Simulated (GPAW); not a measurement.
# AlN (F-43m) in GPAW: single point with PBE

Aim: the single point of AlN with PBE.

Program: GPAW 26.7.0. These are calculated values, not measurements. Logs are shortened: lines on timing, memory, paths and dates and some standing lists are left out, and cuts for length are marked. The log counts tension as positive stress, the text compression.

## 1. The structure

It takes space group F-43m (No. 216, cubic). Conventional cell: a = 4.368 Å, b = 4.368 Å, c = 4.368 Å, α = 90.00°, β = 90.00°, γ = 90.00°. Around Al (site symmetry -43m) lie 4 N at 1.89 Å. Around N (site symmetry -43m) lie 4 Al at 1.89 Å.

Measurements of this composition are mostly on another form, of space group No. 186.

## 2. Single point, PBE

File run.py:

```python
from ase.dft.bandgap import bandgap
from ase.io import write
from ase.spacegroup import crystal
from ase.units import GPa
from gpaw import GPAW, PW

# Al 4a
# N 4d
atoms = crystal(['Al', 'N'],
                basis=[[0.0, 0.0, 0.0],
                       [0.25, 0.25, 0.75]],
                spacegroup=216, setting=1,  # F-43m
                cellpar=[4.36798712, 4.36798712, 4.36798712, 90.0, 90.0, 90.0],
                primitive_cell=True)

calc = GPAW(mode=PW(600),
            xc='PBE',
            kpts={'size': (8, 8, 8), 'gamma': True},
            occupations={'name': 'fermi-dirac', 'width': 0.05},
            nbands=11,
            convergence={'density': 1e-05, 'energy': 1e-05},
            maxiter=80,
            txt='gpaw.txt')
atoms.calc = calc
energy = atoms.get_potential_energy()
forces = atoms.get_forces()
stress = atoms.get_stress()
calc.write('gs.gpw')
write('result.traj', atoms)
print(f'Energy: {energy:.6f} eV')
print('Forces (eV/A):')
print(forces.round(4))
print('Stress (GPa):', (stress / GPa).round(3))
print('Fermi level:', round(calc.get_fermi_level(), 4), 'eV')
print(f'Gap: {bandgap(calc)[0]:.4f} eV, direct: {bandgap(calc, direct=True)[0]:.4f} eV')
```

Potentials or basis: GPAW PAW data sets (gpaw-data 1.2.1), pw.

The run is started by

```
$ OMP_NUM_THREADS=1 python run.py
```

gpaw.txt:

```text
__  _  _
 | _ |_)|_||  |
 |__||  | ||/\| - 26.7.0

Input parameters:
  mode=PW(ecut=600.0),
  convergence={'density': 1e-05, 'energy': 1e-05},
  kpts=MonkhorstPack(size=(8, 8, 8), gamma=True),
  maxiter=80,
  nbands=11,
  occupations=Occupations(name='fermi-dirac', width=0.05),
  xc=XC(name='PBE')

Diagonalizing LCAO Hamiltonian
Converting LCAO to pw mode

                 N

       Al

Atoms  # Å, Bohr magnetons
|   | symbol |        x |        y |        z |    initial magnetic moments |
|---|--------|----------|----------|----------|-----------------------------|
| 0 |     Al | 0.000000 | 0.000000 | 0.000000 | ( 0.0000,  0.0000,  0.0000) |
| 1 |      N | 3.275990 | 3.275990 | 3.275990 | ( 0.0000,  0.0000,  0.0000) |

Unit cell  # Å
| periodic |        x |        y |        z |  lengths |    angles |
|----------|----------|----------|----------|----------|-----------|
|      yes | 0.000000 | 2.183994 | 2.183994 | 3.088633 | 60.000000 |
|      yes | 2.183994 | 0.000000 | 2.183994 | 3.088633 | 60.000000 |
|      yes | 2.183994 | 2.183994 | 0.000000 | 3.088633 | 60.000000 |

Number of symmetries: 24
Symmetry operations  # r_c * U_cc + t_c -> r_c
|    | kind |            matrix            |
|----|------|------------------------------|
|  0 |  E   |  1, 0, 0,  0, 1, 0,  0, 0, 1 |
|  1 |  σ   |  1, 0, 0,  0, 0, 1,  0, 1, 0 |
|  2 |  σ   |  1, 0,-1,  0, 1,-1,  0, 0,-1 |
|  3 |  C3  |  1, 0,-1,  0, 0,-1,  0, 1,-1 |
|  4 |  C3  |  1,-1, 0,  0,-1, 1,  0,-1, 0 |
|  5 |  σ   |  1,-1, 0,  0,-1, 0,  0,-1, 1 |
|  6 |  σ   |  0, 1, 0,  1, 0, 0,  0, 0, 1 |
|  7 |  C3  |  0, 1, 0,  0, 0, 1,  1, 0, 0 |
|  8 |  C2  |  0, 1,-1,  1, 0,-1,  0, 0,-1 |
|  9 |  S4  |  0, 1,-1,  0, 0,-1,  1, 0,-1 |
| 10 |  C3  |  0, 0, 1,  1, 0, 0,  0, 1, 0 |
| 11 |  σ   |  0, 0, 1,  0, 1, 0,  1, 0, 0 |
| 12 |  S4  |  0, 0,-1,  1, 0,-1,  0, 1,-1 |
| 13 |  C3  |  0, 0,-1,  0, 1,-1,  1, 0,-1 |
| 14 |  S4  |  0,-1, 1,  1,-1, 0,  0,-1, 0 |
| 15 |  C2  |  0,-1, 1,  0,-1, 0,  1,-1, 0 |
| 16 |  C3  |  0,-1, 0,  1,-1, 0,  0,-1, 1 |
| 17 |  S4  |  0,-1, 0,  0,-1, 1,  1,-1, 0 |
| 18 |  S4  | -1, 1, 0, -1, 0, 1, -1, 0, 0 |
| 19 |  C3  | -1, 1, 0, -1, 0, 0, -1, 0, 1 |
| 20 |  C3  | -1, 0, 1, -1, 1, 0, -1, 0, 0 |
| 21 |  S4  | -1, 0, 1, -1, 0, 0, -1, 1, 0 |
| 22 |  σ   | -1, 0, 0, -1, 1, 0, -1, 0, 1 |
| 23 |  C2  | -1, 0, 0, -1, 0, 1, -1, 1, 0 |

BZ-sampling:
  Number of BZ points: 512
  Number of IBZ points: 29

  Monkhorst-Pack size: [8, 8, 8]
  Monkhorst-Pack shift: [0.0625, 0.0625, 0.0625]

K-points  # in reciprocal-cell coordinates
|     |                                coordinates |     weight |
|-----|--------------------------------------------|------------|
|   0 | (  0.00000000,   0.00000000,   0.00000000) | 0.00195312 |
|   1 | (  0.12500000,   0.12500000,   0.00000000) | 0.01171875 |
|   2 | (  0.12500000,   0.12500000,   0.12500000) | 0.01562500 |
|   3 | (  0.25000000,   0.12500000,   0.12500000) | 0.02343750 |
|   4 | (  0.25000000,   0.25000000,   0.00000000) | 0.01171875 |
|   5 | (  0.25000000,   0.25000000,   0.12500000) | 0.04687500 |
|   6 | (  0.25000000,   0.25000000,   0.25000000) | 0.01562500 |
|   7 | (  0.37500000,   0.25000000,  -0.37500000) | 0.04687500 |
|   8 | (  0.37500000,   0.25000000,   0.12500000) | 0.04687500 |
|   9 | (  0.37500000,   0.25000000,   0.25000000) | 0.04687500 |
| ... |                                            |            |
|  28 | (  0.50000000,   0.50000000,   0.50000000) | 0.00781250 |

Plane wave coefficients: 725
Cutoff: 600.0 eV

Spin-components: 1 (collinear spins)
Bands:           11
Projectors:      10
Spin-degeneracy: 2
Datatype:        complex128

Density:
  Valence electrons: 8.0
  Components: 1
  Grid points: [18 18 18]
  Charge: 0.0  # |e|

Potential:
  Grid points: [18 18 18]

species:
  Al:
    name:    Aluminium
    Z:       13.0
    valence: 3
    core:    10
    charge:  0.0  # [|e|]
    compensation charges:
      type: gauss
      rc: 0.34  # [Å]
      lmax: 2
    cutoffs:
      filter: 1.91  # [Å]
      core: 2.36  # [Å]
    projectors
    | kind |    occ | energy [eV] | rcut [Å] |
    |------|--------|-------------|----------|
    |   3s |  2.000 |      -7.753 |    1.085 |
    |   3p |  1.000 |      -2.712 |    1.085 |
    |    s |        |      19.459 |    1.085 |
    |    p |        |      24.499 |    1.085 |
    |    d |        |       0.000 |    1.085 |

    Using partial waves for Al as LCAO basis

  N:
    name:    Nitrogen
    Z:       7.0
    valence: 5
    core:    2
    charge:  0.0  # [|e|]
    compensation charges:
      type: gauss
      rc: 0.18  # [Å]
      lmax: 2
    cutoffs:
      filter: 1.11  # [Å]
      core: 0.96  # [Å]
    projectors
    | kind |    occ | energy [eV] | rcut [Å] |
    |------|--------|-------------|----------|
    |   2s |  2.000 |     -18.583 |    0.603 |
    |   2p |  3.000 |      -7.089 |    0.529 |
    |    s |        |       8.629 |    0.603 |
    |    p |        |      20.123 |    0.529 |
    |    d |        |       0.000 |    0.577 |

    Using partial waves for N as LCAO basis

Reference energy: -8085.144769  # eV

eigensolver:
  PPCG
  Converge bands: occupied
  niter=2

density mixing:
  MSR1-Mixer
  Pratt-step length: 0.05
  Maximum mixing coefficient: 0.75
  Old densities: 10
  SVD Regularization: 0.005
  Good broyden scale: 1.0
  Trust region scale: 1.0
  Backstep threshold: 4.0
  History deletion threshold: 6.0
  Fourier metric: weight=20.0, sigma=0.015

occupation numbers:
  Fermi-Dirac:
    width: 0.0500  # eV

poisson solver:
  ecut: 4800.0  # eV

xc functional:
  name: PBE with 2 nearest neighbor stencil

convergence criteria:
- Maximum integral of absolute [dens]ity change: 1e-05 electrons / valence electron
- Maximum [total energy] change in last 3 cyles: 1e-05 eV / valence electron
- Maximum integral of absolute [eigenst]ate change: 4e-08 eV^2 / valence electron
maximum number of iterations: 80

SCF iterations
|iter     | |      energy | eigst |  dens |
|---------|-|-------------|-------|-------|
|iter:   1| |  -16.608937 | -0.30 |       |
|iter:   2| |  -16.095966 | -2.26 | -0.55 |
|iter:   3| |  -14.621454 | -0.92 | -0.60 |
|iter:   4| |  -14.632480 | -3.05 | -1.25 |
|iter:   5| |  -14.638658 | -3.41 | -1.54 |
|iter:   6| |  -14.638714 | -5.44 | -2.76 |
|iter:   7| |  -14.638727c| -6.38 | -3.13 |
|iter:   8| |  -14.638727c| -8.61c| -4.41 |
|iter:   9| |  -14.638727c| -8.18c| -4.92 |
|iter:  10| |  -14.638727c| -9.68c| -5.94c|

Converged in 10 steps
Energy contributions relative to reference atoms: (reference = -8085.144769)

Energy contributions:
  Kinetic:          16.826257
  Coulomb:         -14.214928
  Zero:             -0.018864
  External:          0.000000
  Xc:              -17.231192
  Entropy:          -0.000000
  Spinorbit:         0.000000
  ----------------------------
  Free energy:     -14.638727
  Extrapolated:    -14.638727

dipole moment: (-6.260864, -6.260864, -6.260864)  # |e|*Ang

Fermi level: 6.985
Eigenvalues  # (at kpt = [0.000, 0.000, 0.000])
| band index |      eig [eV] | occ [0-2] |
|------------|---------------|-----------|
|          0 |        -9.020 |     2.000 |
|          1 |         5.984 |     2.000 |
|          2 |         5.984 |     2.000 |
|          3 |         5.984 |     2.000 |
|          4 |        10.168 |     0.000 |
|          5 |        18.548 |     0.000 |
|          6 |        18.548 |     0.000 |
|          7 |        18.548 |     0.000 |
|          8 |        23.677 |     0.000 |
|          9 |        24.130 |     0.000 |
|         10 |        25.111 |     0.000 |

Gap: 3.306 eV
Transition (v -> c):
  (s=0, k=0, n=3, [0.00, 0.00, 0.00]) -> (s=0, k=24, n=4, [0.50, 0.50, 0.00])
Direct/indirect transitions are different
Direct gap: 4.185 eV
Transition at: (s=0, k=0, n=3, [0.00, 0.00, 0.00])

Forces  # eV/Ang
|       x |        y |        z |
|---------|----------|----------|
| 0.00000 |  0.00000 |  0.00000 |  # Al   0
| 0.00000 | -0.00000 | -0.00000 |  # N    1

Stress tensor  # eV/Ang^3
|         x |        y |         z |
|-----------|----------|-----------|
|  0.003111 | 0.000000 | -0.000000 |
|  0.000000 | 0.003111 |  0.000000 |
| -0.000000 | 0.000000 |  0.003111 |

# Writing to gs.gpw (mode='')
```

Run time: 5.4 s. Hardware: 1 thread of Arm Neoverse V2, shared host; peak memory 0.13 GiB.

Results:

```yaml
Free_energy: -14.6387 eV
Pressure: -0.5 GPa
Band_gap_on_the_k_mesh: 3.31 eV, indirect (least direct gap 4.18 eV)
```

Levels at points of the mesh, in eV from the valence-band top:
```tsv
k point	band 1	band 2	band 3	band 4	band 5	band 6	band 7
(0.00, 0.00, 0.00)	-15.00	0.00	0.00	0.00	4.18	12.56	12.56
(0.50, 0.50, 0.00)	-12.32	-4.90	-1.77	-1.77	3.31	8.61	13.97
(0.50, 0.50, 0.50)	-12.96	-5.86	-0.47	-0.47	7.38	9.88	11.14
```

Caveat: the cutoff is short for stress and forces, so pressures can be off by a GPa or more. A k mesh can miss the band edges.
